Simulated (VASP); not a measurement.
## VASP 6.6.1 run: BAs

INCAR

```
SIGMA = 0.02
ISIF = 2
ALGO = VeryFast
IBRION = -1
LWAVE = .FALSE.
NSW = 0
LASPH = .TRUE.
ISMEAR = -1
PREC = Accurate
LREAL = .FALSE.
ENCUT = 200
EDIFF = 1E-7
NELM = 61
NBANDS = 11
METAGGA = R2SCAN
LCHARG = .FALSE.
```

KPOINTS

```
KPOINTS created by Atomic Simulation Environment
0
Gamma
10 10 10
0 0 0
```

POSCAR

```
B  As
 1.0000000000000000
     0.0000000000000000    2.3052873174999999    2.3052873174999999
     2.3052873174999999    0.0000000000000000    2.3052873174999999
     2.3052873174999999    2.3052873174999999    0.0000000000000000
 B   As
   1   1
Cartesian
  0.0000000000000000  0.0000000000000000  0.0000000000000000
  2.3052873174999999  2.3052873174999999  2.3052873174999999
```

The recommended PBE PAW datasets give the neutral cell 8 valence electrons.

Command

```
mpirun -np 1 vasp_std
```

Task: Predict the outcome of this run.

Result: It converged. Results: gap between bands v and c on the k mesh -5.29 eV (bands overlap: a metal); least direct gap on the k mesh 0.06 eV; pressure -5.9 GPa. Band v is the last that the valence electrons fill when counted band by band, and c is the next.

OSZICAR

```
N       E                     dE             d eps       ncg     rms          rms(c)
RMM:   1    -0.129741673213E+01   -0.12974E+01   -0.95419E+02   517   0.214E+02
RMM:   2    -0.182851359350E+02   -0.16988E+02   -0.13024E+02   517   0.502E+01
RMM:   3    -0.209268116171E+02   -0.26417E+01   -0.14830E+01   517   0.193E+01
RMM:   4    -0.212611646344E+02   -0.33435E+00   -0.18288E+00   517   0.623E+00
RMM:   5    -0.213002261064E+02   -0.39061E-01   -0.23256E-01   517   0.192E+00
RMM:   6    -0.213054427807E+02   -0.52167E-02   -0.31178E-02   517   0.620E-01
RMM:   7    -0.213060670132E+02   -0.62423E-03   -0.43131E-03   517   0.187E-01
RMM:   8    -0.213061465474E+02   -0.79534E-04   -0.55090E-04   517   0.573E-02
RMM:   9    -0.213061549852E+02   -0.84378E-05   -0.67277E-05  1245   0.165E-02
RMM:  10    -0.213061561374E+02   -0.11522E-05   -0.75814E-06  1093   0.471E-03
RMM:  11    -0.213061562112E+02   -0.73728E-07   -0.69843E-07   954   0.134E-03
RMM:  12    -0.213061562201E+02   -0.89586E-08   -0.90181E-08   905   0.476E-04    0.417E+00
RMM:  13    -0.200408170855E+02    0.12653E+01   -0.17956E-01  1927   0.255E+00    0.243E+00
RMM:  14    -0.200536021900E+02   -0.12785E-01   -0.19118E-02  1660   0.768E-01    0.829E-01
RMM:  15    -0.200546945765E+02   -0.10924E-02   -0.27005E-03  1187   0.399E-01    0.533E-02
RMM:  16    -0.200547497061E+02   -0.55130E-04   -0.74821E-05  1173   0.654E-02    0.377E-02
RMM:  17    -0.200547569563E+02   -0.72502E-05   -0.16270E-05  1180   0.297E-02    0.302E-03
RMM:  18    -0.200547565420E+02    0.41429E-06   -0.44105E-07  1213   0.467E-03    0.119E-03
RMM:  19    -0.200547565426E+02   -0.64216E-09   -0.38616E-08   924   0.134E-03
   1 F= -.20054757E+02 E0= -.20054056E+02  d E =-.140092E-02
```

These settings aren't sound, so the numbers aren't properties of the crystal.

On sound settings r²SCAN gives a gap of -5.16 eV on its mesh and a pressure of -1.3 GPa for the intended cell.
